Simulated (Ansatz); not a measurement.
Phonons of InN (zinc blende) at Γ, L = (0.5, 0.0, 0.0), X = (0.5, 0.5, 0.0).

InN (zinc blende)

```yaml
crystal:
  lattice:
    - [0.00000, 2.52471, 2.52471]
    - [2.52471, 0.00000, 2.52471]
    - [2.52471, 2.52471, 0.00000]
  atoms:
    - { symbol: N, position: [0.75000, 0.75000, 0.75000] }
    - { symbol: In, position: [0.00000, 0.00000, 0.00000] }
```

The numbers are results of PBE (plane waves to 420 eV, PAW, scalar-relativistic; Ansatz, a quantum-chemistry and plane-wave program), not measurements. Harmonic phonons by density-functional perturbation theory on a 12×12×12 k mesh, in cm⁻¹ and rounded to 5; i marks imaginary ones, q is in fractions of the reciprocal vectors of the cell shown, and the three acoustic modes at Γ are left out. At this level the bands of InN touch or barely overlap; measurements give the solid a gap. InN was relaxed with its symmetry unable to fall. The PAW data are Ansatz's earlier set.

```tsv
q	wavenumbers (cm⁻¹)
Γ	435 (×3)
L = (0.5, 0.0, 0.0)	80 (×2), 215, 455 (×2), 545
X = (0.5, 0.5, 0.0)	115 (×2), 220, 490 (×2), 540
```

The structure shows no imaginary mode at these points (lowest 80 cm⁻¹ at L = (0.5, 0.0, 0.0)); other wave vectors were not tested.

Highest mode: 545 cm⁻¹ at L = (0.5, 0.0, 0.0).
